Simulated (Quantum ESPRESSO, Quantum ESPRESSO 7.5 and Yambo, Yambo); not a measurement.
# A GW chain in Yambo: MoS2 (2H monolayer)

Wanted: ground state, empty states, screening and self-energy for MoS2 (2H monolayer).

Program: Quantum ESPRESSO 7.5 and Yambo 5.3.0. Level of theory: PBE and many-body steps on it, plane waves. Results are calculated unless marked as measured.

**Experimental background.**

- Gap 2.16 ± 0.02 eV: quasiparticle gap from STS, corrected for modulation broadening; scanning tunnelling spectroscopy; 5 K; monolayer (CVD-grown monolayer on epitaxial graphene) on epitaxial graphene on SiC (“Quantum-Confined Electronic States arising from Moir'e Pattern of MoS2-WSe2 Hetero-bilayers”, 2017, arxiv:1712.00116).

- Gap 2.18 ± 0.005 eV: quasiparticle gap at K, A series, from Rydberg series fit; photocurrent spectroscopy with Keldysh exciton fit; 5 K; monolayer (hBN-encapsulated monolayer phototransistor) (“Excitons, trions and Rydberg states in monolayer MoS2 revealed by low temperature photocurrent spectroscopy”, 2020, arxiv:2004.02526).

- Gap 1.8 eV: optical gap from photoluminescence peak; photoluminescence, 532 nm; 300 K; monolayer (CVD flakes on c-plane sapphire) on Al2O3 (“Growth of p-doped 2D-MoS2 on metal oxides from spatial atomic layer deposition”, 2022, arxiv:2202.06598).

- Gap 2 eV: quasiparticle gap from STS, about 4 nm away from grain boundary; scanning tunnelling spectroscopy; 300 K; monolayer on HOPG (“Evolution of Metastable Defects and Its Effect on the Electronic Properties of MoS2 Films”, 2018, pmc:5928116).

- Gap 1.88 eV: optical gap from PL peak; photoluminescence, 532 nm excitation; monolayer on quartz (“Slow cooling and efficient extraction of C-exciton hot carriers in MoS2 monolayer”, 2017, pmc:5227064).

This is a selection; 32 further reports are not listed.

Most raw output is cut from this account.

**1. The structure**

The cell holds 3 atoms: 1 Mo and 2 S. Its edges and angles: a = 3.185 Å, b = 3.185 Å, c = 16.000 Å, α = 90.0°, β = 90.0°, γ = 120.0°. Vacuum lies along c.

The structure was relaxed with PBE. The runs that relaxed it are not among those shown.

**2. Ground state**

This step: Quantum ESPRESSO 7.5; DFT, PBE, plane waves, norm-conserving pseudopotentials.

The ground-state density comes first.

pw.in reads:

```
&control
  calculation = 'scf'
  prefix = 'x'
  outdir = 'o'
  pseudo_dir = 'pseudo'
/
&system
  ibrav = 0
  nat = 3
  ntyp = 2
  ecutwfc = 72.0
  nbnd = 18
  force_symmorphic = .true.
/
&electrons
  conv_thr = 1e-10
  electron_maxstep = 80
  mixing_beta = 0.5
/
ATOMIC_SPECIES
  Mo 95.95 Mo.upf
  S 32.06 S.upf
CELL_PARAMETERS angstrom
  3.1851870510 -0.0000000003 0.0000000000
  -1.5925935253 2.7584529021 0.0000000000
  0.0000000000 0.0000000000 16.0000000000
ATOMIC_POSITIONS crystal
  Mo 0.3333333333 0.6666666667 0.5000000000
  S 0.6666666667 0.3333333333 0.5976878787
  S 0.6666666667 0.3333333333 0.4023121213
K_POINTS automatic
  12 12 1 0 0 0
```

Run with:

```sh
$ OMP_NUM_THREADS=1 mpirun -n 4 pw.x -nk 4 -in pw.in > pw.out
```

Elapsed: 23 s, on 4 MPI ranks of Arm Neoverse V1, shared host; peak memory 0.44 GiB.

This step gave:

```
total energy               : -2515.6882 eV
gap                        : 1.657 eV
k of the valence top       : 0, 0, 0
k of the conduction bottom : 0.3333, 0.3333, 0
least direct gap           : 1.676 eV
```

The gap is indirect, with the least direct gap 0.018 eV higher.

**3. Bands along the symmetry lines**

The cheap functional maps the bands first; the places of the edges decide which points the dearer methods must see.

pw.in reads:

```
&control
  calculation = 'bands'
  prefix = 'x'
  outdir = 'o'
  pseudo_dir = 'pseudo'
/
&system
  ibrav = 0
  nat = 3
  ntyp = 2
  ecutwfc = 72.0
  nbnd = 19
  force_symmorphic = .true.
/
&electrons
  conv_thr = 1e-9
  electron_maxstep = 80
  diago_full_acc = .true.
  diago_thr_init = 5e-6
/
ATOMIC_SPECIES
  Mo 95.95 Mo.upf
  S 32.06 S.upf
CELL_PARAMETERS angstrom
  3.1851870510 -0.0000000003 0.0000000000
  -1.5925935253 2.7584529021 0.0000000000
  0.0000000000 0.0000000000 16.0000000000
ATOMIC_POSITIONS crystal
  Mo 0.3333333333 0.6666666667 0.5000000000
  S 0.6666666667 0.3333333333 0.5976878787
  S 0.6666666667 0.3333333333 0.4023121213
K_POINTS crystal
  25
  0.00000000 0.00000000 0.00000000 1
  0.06250000 0.00000000 0.00000000 1
  0.12500000 0.00000000 0.00000000 1
  0.18750000 0.00000000 0.00000000 1
  0.25000000 0.00000000 0.00000000 1
  0.31250000 0.00000000 0.00000000 1
  0.37500000 0.00000000 0.00000000 1
  0.43750000 0.00000000 0.00000000 1
  0.50000000 0.00000000 0.00000000 1
  0.47916667 0.04166667 0.00000000 1
  0.45833333 0.08333333 0.00000000 1
  0.43750000 0.12500000 0.00000000 1
  0.41666666 0.16666666 0.00000000 1
  0.39583333 0.20833333 0.00000000 1
  0.37500000 0.25000000 0.00000000 1
  0.35416666 0.29166666 0.00000000 1
  0.33333333 0.33333333 0.00000000 1
  0.29166666 0.29166666 0.00000000 1
  0.25000000 0.25000000 0.00000000 1
  0.20833333 0.20833333 0.00000000 1
  0.16666666 0.16666666 0.00000000 1
  0.12500000 0.12500000 0.00000000 1
  0.08333333 0.08333333 0.00000000 1
  0.04166667 0.04166667 0.00000000 1
  0.00000000 0.00000000 0.00000000 1
```

Elapsed: 10 s, on 4 MPI ranks; peak memory 0.35 GiB; 42 s of CPU time.

This step gave:

```
gap                        : 1.657 eV
k of the valence top       : 0, 0, 0
k of the conduction bottom : 0.3333, 0.3333, 0
least direct gap           : 1.676 eV
```

The gap is 1.657 eV, as in the run before at this level.

The electronic bands at the labelled points (eV, zero at the top of the highest filled band):

```csv
point,band 10,band 11,band 12,band 13,band 14,band 15,band 16,band 17
Γ,-1.76,-1.50,-1.50,0.00,2.75,2.75,3.00,3.00
halfway,-2.48,-1.79,-1.32,-0.72,2.17,2.35,2.89,3.76
M,-3.16,-1.86,-0.98,-0.63,2.23,2.74,3.86,4.29
halfway,-3.12,-2.35,-1.88,-0.32,2.12,3.02,3.49,4.37
K,-3.55,-2.86,-2.15,-0.02,1.66,3.06,3.53,4.84
halfway,-3.17,-1.97,-1.04,-0.78,1.93,2.47,2.66,4.15
Γ,-1.76,-1.50,-1.50,0.00,2.75,2.75,3.00,3.00
```

**4. Empty states on the mesh, 9×9×1 mesh, 381 bands**

The sums over transitions need many empty states on a uniform mesh; this step solves for them.

pw.in reads:

```
&control
  calculation = 'nscf'
  prefix = 'x'
  outdir = 'o'
  pseudo_dir = 'pseudo'
/
&system
  ibrav = 0
  nat = 3
  ntyp = 2
  ecutwfc = 72.0
  nbnd = 381
  force_symmorphic = .true.
/
&electrons
  conv_thr = 1e-9
  electron_maxstep = 80
  diago_full_acc = .true.
  diago_thr_init = 5e-6
/
ATOMIC_SPECIES
  Mo 95.95 Mo.upf
  S 32.06 S.upf
CELL_PARAMETERS angstrom
  3.1851870510 -0.0000000003 0.0000000000
  -1.5925935253 2.7584529021 0.0000000000
  0.0000000000 0.0000000000 16.0000000000
ATOMIC_POSITIONS crystal
  Mo 0.3333333333 0.6666666667 0.5000000000
  S 0.6666666667 0.3333333333 0.5976878787
  S 0.6666666667 0.3333333333 0.4023121213
K_POINTS automatic
  9 9 1 0 0 0
```

The job ended after 3.4 min (4 MPI ranks; peak memory 1.5 GiB).

This step gave:

- gap: 1.657 eV
- k of the valence top: 0, 0, 0
- k of the conduction bottom: 0.3333, 0.3333, 0
- least direct gap: 1.676 eV
- k points computed: 12
- lowest point of the top converged band, above the valence top: 105.4280 eV

On this mesh the gap is 1.657 eV.

**5. Conversion and set-up**

This step: Yambo 5.3.0; conversion and set-up on PBE, plane waves, norm-conserving pseudopotentials.

The states are converted to the many-body program's format and the q mesh is built.

Run with:

```sh
$ (cd o/x.save; p2y > p2y.log; mv SAVE ../..); yambo > setup.log
```

The job ended after 3.7 s (1 MPI rank; peak memory 0.26 GiB).

**6. Screening and self-energy, 9×9×1 mesh, 89 bands, screening to 129.3 eV**

G0W0 replaces the xc potential by the self-energy, built once from these orbitals. Only a window of levels is corrected, while the sums run over the empty bands that the input names.

This step: G0W0 on PBE, plane waves, norm-conserving pseudopotentials.

gw1.in reads:

```
HF_and_locXC
gw0
dyson
ppa
em1d
rim_cut
rim_w
RandQpts= 3000000
RandGvec= 100 RL
CUTGeo= "slab z"
RandGvecW= 9 RL
EXXRLvcs= 72 Ry
VXCRLvcs= 288 Ry
Chimod= "HARTREE"
% BndsRnXp
 1 | 89 |
%
NGsBlkXp= 9.5 Ry
% LongDrXp
 1 | 1 | 0 |
%
% GbndRnge
 1 | 89 |
%
DysSolver= "n"
ExtendOut
PPAPntXp= 27.21138 eV
% QPkrange
 1 | 1 | 12 | 15 |
 12 | 12 | 12 | 15 |
%
```

Run with:

```sh
$ OMP_NUM_THREADS=1 mpirun -n 4 yambo -F gw1.in -J gw1 -C gw1 > gw1.log
```

The job ended after 12 min (4 MPI ranks; peak memory 2.4 GiB; 47 min of CPU time).

This step gave:

- G0W0 gap on the points computed: 2.627 eV
- starting gap on the mesh: 1.657 eV
- k of the valence top: 0.3333, 0.3333, 0
- k of the conduction bottom: 0.3333, 0.3333, 0
- least direct G0W0 gap on the computed points: 2.627 eV
- Z at the valence top: 0.7518
- Z at the conduction bottom: 0.7479

The gap on the mesh goes from 1.66 eV to 2.63 eV, a correction of +0.97 eV.

Limits: finite bands, cutoff and mesh; no spin-orbit coupling. v1 is the top filled band, c1 the lowest empty one. Levels before and after the correction, in eV, zero at the valence-band top of each column:

```csv
,conduction bottom,valence top
Kohn-Sham,1.66,0.00
G0W0,2.63,0.00
```

```csv
,level,energy (eV)
Kohn-Sham,(0.333 0.333 0) v2,-2.145
Kohn-Sham,(0.333 0.333 0) v1,-0.018
Kohn-Sham,(0.333 0.333 0) c1,1.657
Kohn-Sham,(0.333 0.333 0) c2,3.058
G0W0,(0.333 0.333 0) v2,-2.667
G0W0,(0.333 0.333 0) v1,0.000
G0W0,(0.333 0.333 0) c1,2.627
G0W0,(0.333 0.333 0) c2,3.950
```

**7. Where the time went**

Times are wall times on the hardware named with each run, good to a factor of about two.

```csv
step,time,share,memory (GiB)
ground state,23 s,2 %,0.44
bands along the symmetry lines,10 s,1 %,0.35
empty states on the mesh,3.4 min,22 %,1.5
conversion and set-up,3.7 s,0 %,0.26
screening and self-energy,12 min,74 %,2.4
```

**8. What came out**

```json
{"PBE gap": "1.66 eV, indirect (only 18 meV under the direct gap)", "G0W0 gap on the mesh": "2.63 eV", "GW settings": "9×9×1 mesh, 89 bands, screening to 129.3 eV, Godby-Needs plasmon pole", "known limits": "not at the basis limit; no spin-orbit coupling"}
```

**Reading.** G0W0 moves the gap on the mesh from 1.66 eV to 2.63 eV (+0.97 eV), with Z of 0.75 and 0.75 at the edges. Only 2 of the mesh's irreducible points were corrected, so a valley elsewhere could overtake. The dearest step here is «screening and self-energy». Against experiment, by G0W0@PBE: the gap of 2.63 eV lies +0.47 eV from the measured 2.16 ± 0.02 eV (electronic, 5 K, on epitaxial graphene on SiC, 2017); the gap of 2.63 eV lies +0.45 eV from the measured 2.18 ± 0.005 eV (electronic, 5 K, hBN-encapsulated, 2020); the direct gap of 2.63 eV lies +0.83 eV from the measured 1.8 eV (exciton, 300 K, on Al2O3, 2022); the gap of 2.63 eV lies +0.63 eV from the measured 2 eV (electronic, 300 K, on HOPG, 2018); the direct gap of 2.63 eV lies +0.75 eV from the measured 1.88 eV (exciton, on quartz, 2017). An exciton line or allowed optical edge lies below the quasiparticle gap by the binding energy; a forbidden edge can push the onset above it. The computed sheet is free-standing; a substrate or cover screens it further and lowers both gap and binding, while the exciton line moves little. The calculation has static nuclei and no excitons; a measured gap holds zero-point and thermal motion, which mostly lowers it. Bands and cutoff are finite, so the gap is not at the basis limit. The miss can reach some tenths of an eV and take either sign; the mesh is an error of its own. In the G0W0 run levels were corrected at 2 k points alone, so a gap called «on the mesh» is the least over those, and an edge elsewhere would be missed. The many-body steps are scalar-relativistic: spin-orbit coupling is not in them.

[Paths, hosts, dates, memory and timing lines, banners, echoed tables and standing remarks are left out of the program output.]

[Logs are printed without paths, hosts, clocks, repeated set-up lines and the standing remarks that a program may print on its own settings, such as how far it seeks lower states.]

[Runs of the session that timed out or met a known fault of the program may be left out.]

[Hosts, paths, dates, database ids (printed as entryN), source tags and the programs' standing remarks are cut or masked in the printed files.]
